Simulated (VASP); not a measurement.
# SiO2 (Cristobalite) (P4_12_12) in VASP: further runs

The runs below take SiO2 (Cristobalite) through single point, with LDA.

Everything below comes from runs of VASP 6.6.1. Logs are shortened: lines on timing, memory, paths and dates and some standing lists are left out, and cuts for length are marked.

## 1. Starting point

Symmetry: P4_12_12, No. 92, tetragonal system. Conventional cell: a = 4.982 Å, b = 4.982 Å, c = 6.963 Å, α = 90.00°, β = 90.00°, γ = 90.00°. Si (site symmetry 2) has 4 O at 1.60 to 1.61 Å as nearest neighbours. Around O (site symmetry 1) lie 2 Si at 1.60 to 1.61 Å.

## 2. Single point, LDA

The input, INCAR:

```
ADDGRID = F
ALGO = Normal
EDIFF = 1E-7
ENCUT = 460
ISIF = 2
ISMEAR = 0
LASPH = F
LCHARG = F
LREAL = F
LWAVE = F
NELM = 100
PREC = Accurate
SIGMA = 0.05
```

The input, KPOINTS:

```
k-points
0
Gamma
  4 4 3
```

The input, POSCAR:

```
SiO2
1.0
    4.9820000000      0.0000000000      0.0000000000
    0.0000000000      4.9820000000      0.0000000000
    0.0000000000      0.0000000000      6.9630000000
Si O
4 8
Direct
    0.7989700000      0.2010300000      0.7500000000
    0.7010300000      0.7010300000      0.5000000000
    0.2010300000      0.7989700000      0.2500000000
    0.2989700000      0.2989700000      0.0000000000
    0.1034700000      0.2398900000      0.8218700000
    0.2601100000      0.6034700000      0.0718700000
    0.8965300000      0.7601100000      0.3218700000
    0.7398900000      0.3965300000      0.5718700000
    0.6034700000      0.2601100000      0.9281300000
    0.7601100000      0.8965300000      0.6781300000
    0.3965300000      0.7398900000      0.4281300000
    0.2398900000      0.1034700000      0.1781300000
```

Potentials or basis: VASP PAW LDA potentials, release 64 (Si, O).

On the command line:

```console
cat potpaw_LDA.64/Si/POTCAR potpaw_LDA.64/O/POTCAR > POTCAR
mpirun -np 1 vasp_std > vasp.out
```

OUTCAR:

```text
EDIFF = 1E-7
   ENCUT = 460
   ISIF = 2
   ISMEAR = 0
   LASPH = F
   LREAL = F
   NELM = 100
   PREC = Accurate

 Found     12 irreducible k-points:

 Following reciprocal coordinates:
            Coordinates               Weight
  0.000000  0.000000  0.000000      1.000000
  0.250000  0.000000  0.000000      4.000000
  0.500000  0.000000  0.000000      2.000000
  0.250000  0.250000  0.000000      4.000000
  0.500000  0.250000  0.000000      4.000000
  0.500000  0.500000  0.000000      1.000000
   k-points           NKPTS =     12   k-points in BZ     NKDIM =     12   number of bands    NBANDS=     39
   number of dos      NEDOS =    301   number of ions     NIONS =     12
   total plane-waves  NPLWV =  64800
   dimension x,y,z NGX =    36 NGY =   36 NGZ =   50
   dimension x,y,z NGXF=    72 NGYF=   72 NGZF=  100
   ions per type =               4   8
   NGX,Y,Z   is equivalent  to a cutoff of  12.01, 12.01, 11.94 a.u.
   NGXF,Y,Z  is equivalent  to a cutoff of  24.03, 24.03, 23.88 a.u.
 SYSTEM =  unknown system
   PREC   = accura    normal or accurate (medium, high low for compatibility)
   ISTART =      0    job   : 0-new  1-cont  2-samecut
   ICHARG =      2    charge: 1-file 2-atom 10-const
   ISPIN  =      1    spin polarized calculation?
   LNONCOLLINEAR =      F non collinear calculations
   LSORBIT =      F    spin-orbit coupling
   LASPH  =      F    aspherical Exc in radial PAW
   ENCUT  =  460.0 eV  33.81 Ry    5.81 a.u.   8.71  8.71 12.18*2*pi/ulx,y,z
   NELM   =    100;   NELMIN=  2; NELMDL= -5     # of ELM steps
   EDIFF  = 0.1E-06   stopping-criterion for ELM
   LREAL  =      F    real-space projection
   EDIFFG = 0.1E-05   stopping-criterion for IOM
   NSW    =      0    number of steps for IOM
   IBRION =     -1    ionic relax: 0-MD 1-quasi-New 2-CG
   NFREE  =      0    steps in history (QN), initial steepest desc. (CG)
   ISIF   =      2    stress and relaxation
   ISYM   =      2    0-nonsym 1-usesym 2-fastsym
   POTIM  = 0.5000    time-step for ionic-motion
   TEBEG  =    0.0;   TEEND  =   0.0 temperature during run
   PSTRESS=    0.0 pullay stress
   NELECT =      64.0000    total number of electrons
   NUPDOWN=      -1.0000    fix difference up-down
   EMIN   =  10.00;   EMAX   =-10.00  energy-range for DOS
   EFERMI =   0.00;   METHOD = LEGACY
   ISMEAR =     0;   SIGMA  =   0.05  broadening in eV -4-tet -1-fermi 0-gaus
   EFERMI_NEDOS =   21; number of points for ismear=-14 and -15
   IALGO  =     38    algorithm
   IMIX   =      4    mixing-type and parameters
     AMIX     =   0.40;   BMIX     =  1.00
     AMIX_MAG =   1.60;   BMIX_MAG =  1.00
  volume/ion in A,a.u.               =      14.40        97.19
  Fermi-wavevector in a.u.,A,eV,Ry     =   1.175620  2.221599 18.804365  1.382082
  Thomas-Fermi vector in A             =   2.311997
   LORBIT       =      0    0 simple, 1 ext, 2 COOP (PROOUT), +10 PAW based schemes
   GGA     = CA    functional components
   LHFCALC =     F    Hartree Fock is set to
   AEXX    =    0.0000 exact exchange contribution
   IVDW    =     0    specifies the selected vdW correction
   LEPSILON=     F    determine dielectric tensor
   LRPA    =     F    only Hartree local field effects (RPA)
 non-spin polarized calculation
 Gauss-broadening in eV      SIGMA  =   0.05
  energy-cutoff  :      460.00
  volume of cell :      172.82
 maximum number of plane-waves:      3916
 NGX is ok and might be reduce to    36

 number of electron      64.0000001 magnetization

 Free energy of the ion-electron system (eV)
  ---------------------------------------------------
  ext. energy  EPLUGINS =         0.00000000
  ---------------------------------------------------
  free energy    TOTEN  =      -103.77745886 eV

  energy without entropy =     -103.77745886  energy(sigma->0) =     -103.77745886

 E-fermi :   0.0592     XC(G=0):  -8.9508

 val. band max:       -0.1639853339   @ k =   0.0000   0.0000   0.0000
 cond. band min:       5.3537611388   @ k =   0.0000   0.0000   0.0000
 fundamental gap:      5.5177464727
 Fermi energy:         0.0591514564

 k-point     1 :       0.0000    0.0000    0.0000
  band No.  band energies     occupation
      1     -19.4261      2.00000
      2     -18.4940      2.00000
      3     -18.4940      2.00000
      4     -17.2686      2.00000
      5     -17.2172      2.00000
      6     -17.2144      2.00000
[... 31 lines left out ...]
     38       9.2445      0.00000
     39       9.5677      0.00000

 k-point     2 :       0.2500    0.0000    0.0000
  band No.  band energies     occupation
      1     -19.2950      2.00000
      2     -18.6292      2.00000
      3     -18.3351      2.00000
      4     -17.4295      2.00000
      5     -17.2769      2.00000
      6     -17.2502      2.00000
[... 31 lines left out ...]
     38       9.2767      0.00000
     39       9.5183      0.00000

 k-point     3 :       0.5000    0.0000    0.0000
  band No.  band energies     occupation
      1     -18.9663      2.00000
      2     -18.9663      2.00000
      3     -17.9160      2.00000
      4     -17.9160      2.00000
      5     -17.2827      2.00000
      6     -17.2827      2.00000
[... 31 lines left out ...]
     38       9.3795      0.00000
     39       9.5787      0.00000

 k-point     4 :       0.2500    0.2500    0.0000
  band No.  band energies     occupation
      1     -19.1610      2.00000
      2     -18.4785      2.00000
      3     -18.4710      2.00000
      4     -17.6156      2.00000
      5     -17.2827      2.00000
      6     -17.2507      2.00000
[... 31 lines left out ...]
     38       9.2916      0.00000
     39       9.6072      0.00000

 k-point     5 :       0.5000    0.2500    0.0000
  band No.  band energies     occupation
      1     -18.8231      2.00000
      2     -18.8231      2.00000
      3     -18.0701      2.00000
      4     -18.0701      2.00000
      5     -17.2847      2.00000
      6     -17.2847      2.00000
[... 31 lines left out ...]
     38       9.4657      0.00000
     39       9.7380      0.00000

 k-point     6 :       0.5000    0.5000    0.0000
  band No.  band energies     occupation
      1     -18.4640      2.00000
      2     -18.4640      2.00000
      3     -18.4493      2.00000
      4     -18.4493      2.00000
      5     -17.2858      2.00000
      6     -17.2858      2.00000
[... 31 lines left out ...]
     38       9.4386      0.00000
     39       9.8549      0.00000

 [... further k-points ...]
[... 5 lines left out ...]
  --------------------------------------------------------------------------------------
  -------------------------------------------------------------------------------------
  Total       -0.1278269     -0.1278269      0.4266678      0.0000000      0.0000000      0.0000000
  in kB       -1.1850292     -1.1850292      3.9554569      0.0000000      0.0000000      0.0000000
  external PRESSURE =       0.5284662 kB  Pullay stress =       0.0000000 kB

 VOLUME and BASIS-vectors are now :
 -----------------------------------------------------------------------------
  energy-cutoff  :      460.00
  volume of cell :      172.82
      direct lattice vectors                 reciprocal lattice vectors
     4.982000000  0.000000000  0.000000000     0.200722601  0.000000000  0.000000000
     0.000000000  4.982000000  0.000000000     0.000000000  0.200722601  0.000000000
     0.000000000  0.000000000  6.963000000     0.000000000  0.000000000  0.143616257

 POSITION                                       TOTAL-FORCE (eV/Angst)
 -----------------------------------------------------------------------------------
      3.98047      1.00153      5.22225         0.128614     -0.128614     -0.000000
      3.49253      3.49253      3.48150        -0.128614     -0.128614     -0.000000
      1.00153      3.98047      1.74075        -0.128614      0.128614     -0.000000
      1.48947      1.48947      0.00000         0.128614      0.128614     -0.000000
      0.51549      1.19513      5.72268        -0.087122     -0.044245     -0.115494
      1.29587      3.00649      0.50043         0.044245     -0.087122     -0.115494
      4.46651      3.78687      2.24118         0.087122      0.044245     -0.115494
      3.68613      1.97551      3.98193        -0.044245      0.087122     -0.115494
      3.00649      1.29587      6.46257        -0.087122      0.044245      0.115494
      3.78687      4.46651      4.72182         0.044245      0.087122      0.115494
      1.97551      3.68613      2.98107         0.087122     -0.044245      0.115494
      1.19513      0.51549      1.24032        -0.044245     -0.087122      0.115494
 -----------------------------------------------------------------------------------
    total drift:                               -0.000000      0.000000     -0.000000

  FREE ENERGIE OF THE ION-ELECTRON SYSTEM (eV)
  ---------------------------------------------------
  free  energy   TOTEN  =      -103.7774588640 eV

  energy  without entropy=     -103.7774588640  energy(sigma->0) =     -103.77745886
```

It took 47 s on 1 thread of Intel Xeon Platinum 8488C (Sapphire Rapids), shared host; peak memory 0.21 GiB.

The run converged, but some of its settings lie outside the range that counts as converged, so its numbers aren't taken as properties of the crystal.

Results:

```yaml
Free_energy: -103.7775 eV
Pressure: 0.1 GPa
Largest_force: 0.182 eV/Å
Band_gap_on_the_k_mesh: 5.52 eV, direct
```

Caveat: the cutoff is under 1.25 times the usual one of these potentials, so pressure, stress and relaxed cells hold a basis-set (Pulay) error.

## 3. Single point, LDA

INCAR, as its differences from that of step 2:

```diff
@@ -3,6 +3,6 @@
 EDIFF = 1E-7
-ENCUT = 460
+ENCUT = 520
 ISIF = 2
 ISMEAR = 0
-LASPH = F
+LASPH = T
 LCHARG = F
```

KPOINTS is that of step 2.

POSCAR is that of step 2.

Potentials or basis: VASP PAW LDA potentials, release 64 (Si, O).

On the command line:

```console
cat potpaw_LDA.64/Si/POTCAR potpaw_LDA.64/O/POTCAR > POTCAR
mpirun -np 1 vasp_std > vasp.out
```

OUTCAR:

```text
EDIFF = 1E-7
   ENCUT = 520
   ISIF = 2
   ISMEAR = 0
   LASPH = T
   LREAL = F
   NELM = 100
   PREC = Accurate

 Found     12 irreducible k-points:

 Following reciprocal coordinates:
            Coordinates               Weight
  0.000000  0.000000  0.000000      1.000000
  0.250000  0.000000  0.000000      4.000000
  0.500000  0.000000  0.000000      2.000000
  0.250000  0.250000  0.000000      4.000000
  0.500000  0.250000  0.000000      4.000000
  0.500000  0.500000  0.000000      1.000000
   k-points           NKPTS =     12   k-points in BZ     NKDIM =     12   number of bands    NBANDS=     39
   number of dos      NEDOS =    301   number of ions     NIONS =     12
   total plane-waves  NPLWV =  86400
   dimension x,y,z NGX =    40 NGY =   40 NGZ =   54
   dimension x,y,z NGXF=    80 NGYF=   80 NGZF=  108
   ions per type =               4   8
   NGX,Y,Z   is equivalent  to a cutoff of  13.35, 13.35, 12.89 a.u.
   NGXF,Y,Z  is equivalent  to a cutoff of  26.70, 26.70, 25.79 a.u.
 SYSTEM =  unknown system
   PREC   = accura    normal or accurate (medium, high low for compatibility)
[... 66 lines left out ...]
  band No.  band energies     occupation
      1     -19.4264      2.00000
      2     -18.4945      2.00000
      3     -18.4945      2.00000
      4     -17.2700      2.00000
      5     -17.2179      2.00000
      6     -17.2151      2.00000
[... 241 lines left out ...]
     38       9.4376      0.00000
     39       9.8538      0.00000

 [... further k-points ...]
[... 5 lines left out ...]
  --------------------------------------------------------------------------------------
  -------------------------------------------------------------------------------------
  Total        0.4472616      0.4472616      0.9844095      0.0000000     -0.0000000      0.0000000
  in kB        4.1463728      4.1463728      9.1260432      0.0000000     -0.0000000      0.0000000
  external PRESSURE =       5.8062629 kB  Pullay stress =       0.0000000 kB

 VOLUME and BASIS-vectors are now :
 -----------------------------------------------------------------------------
  energy-cutoff  :      520.00
  volume of cell :      172.82
      direct lattice vectors                 reciprocal lattice vectors
     4.982000000  0.000000000  0.000000000     0.200722601  0.000000000  0.000000000
     0.000000000  4.982000000  0.000000000     0.000000000  0.200722601  0.000000000
     0.000000000  0.000000000  6.963000000     0.000000000  0.000000000  0.143616257

 POSITION                                       TOTAL-FORCE (eV/Angst)
 -----------------------------------------------------------------------------------
      3.98047      1.00153      5.22225         0.128709     -0.128709     -0.000000
      3.49253      3.49253      3.48150        -0.128709     -0.128709     -0.000000
      1.00153      3.98047      1.74075        -0.128709      0.128709     -0.000000
      1.48947      1.48947      0.00000         0.128709      0.128709     -0.000000
      0.51549      1.19513      5.72268        -0.086479     -0.043627     -0.114804
      1.29587      3.00649      0.50043         0.043627     -0.086479     -0.114804
      4.46651      3.78687      2.24118         0.086479      0.043627     -0.114804
      3.68613      1.97551      3.98193        -0.043627      0.086479     -0.114804
      3.00649      1.29587      6.46257        -0.086479      0.043627      0.114804
      3.78687      4.46651      4.72182         0.043627      0.086479      0.114804
      1.97551      3.68613      2.98107         0.086479     -0.043627      0.114804
      1.19513      0.51549      1.24032        -0.043627     -0.086479      0.114804
 -----------------------------------------------------------------------------------
    total drift:                                0.000000     -0.000000     -0.000000

  FREE ENERGIE OF THE ION-ELECTRON SYSTEM (eV)
  ---------------------------------------------------
  free  energy   TOTEN  =      -103.7459841539 eV

  energy  without entropy=     -103.7459841539  energy(sigma->0) =     -103.74598415
```

Run time: 74 s. Hardware: 1 thread of Intel Xeon Platinum 8488C (Sapphire Rapids), shared host; peak memory 0.24 GiB.

These settings aren't checked as converged: the numbers below hold their error.

Results:

* Free energy: -103.7460 eV
* Pressure: 0.6 GPa
* Largest force: 0.182 eV/Å
* Band gap on the k mesh: 5.52 eV, direct

## 4. Single point, LDA

INCAR, as its differences from that of step 3:

```diff
@@ -3,3 +3,3 @@
 EDIFF = 1E-7
-ENCUT = 520
+ENCUT = 650
 ISIF = 2
```

KPOINTS is that of step 3.

POSCAR is that of step 3.

On the command line:

```console
cat potpaw_LDA.64/Si/POTCAR potpaw_LDA.64/O/POTCAR > POTCAR
mpirun -np 1 vasp_std > vasp.out
```

It took 1.7 min on 1 thread of Intel Xeon Platinum 8488C (Sapphire Rapids), shared host; peak memory 0.28 GiB.

These settings aren't checked as converged: the numbers below hold their error.

Results:

* Free energy: -103.8058 eV
* Pressure: 0.2 GPa
* Largest force: 0.182 eV/Å
* Band gap on the k mesh: 5.52 eV, direct

## 5. The reference run

An earlier run on the cell as given: functional PBE; potentials or basis VASP PAW PBE potentials, release 64 (Si, O); cutoff 520 eV; k mesh 6 × 6 × 4; occupations fermi-dirac, width 0.05 eV; no spin polarisation.

* Pressure: 6.4 GPa
* Largest force: 0.405 eV/Å
* Band gap on the k mesh: 5.76 eV, direct
